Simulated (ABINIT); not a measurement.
Ti: single point with PBEsol

Ti:

```
CELL_PARAMETERS angstrom
-1.64100 1.64100 1.64100
1.64100 -1.64100 1.64100
1.64100 1.64100 -1.64100
ATOMIC_POSITIONS crystal
Ti 0.00000 0.00000 0.00000
```

This isn't the form of Ti at room conditions, which is hcp.

```
Program             : ABINIT 10.8.3 (patched build)
Task                : single point
Functional          : PBEsol
Potentials or basis : PseudoDojo NC SR PBEsol v0.4.1 standard
Cutoff              : 1034 eV
k mesh              : 8 × 8 × 8
Occupations         : fermi-dirac, width 0.05 eV
Spin                : no spin polarisation
```

```
Pressure                                              : -7.0 GPa
Band gap on the k mesh                                : none (metal or under the smearing width)
Valence electrons inside the program's atomic spheres : Ti 9.52 (radii [1.0584] Å)
```

Levels at points of the mesh, in eV from the Fermi level:
```
           k point  band 4  band 5  band 6  band 7  band 8  band 9
(0.00, 0.00, 0.00)  -32.29   -5.91    0.98    0.98    0.98    2.72
(0.50, 0.00, 0.00)  -32.29   -2.42   -0.38    1.08    2.70    3.05
(0.50, 0.50, 0.50)  -32.73   -2.05   -2.05    3.88    3.88    3.88
```

It took 12 s on 1 thread of Intel(R) Xeon(R) Platinum 8259CL CPU @ 2.50GHz (Skylake/Cascade Lake), with other jobs on the host, peak memory 0.06 GiB.
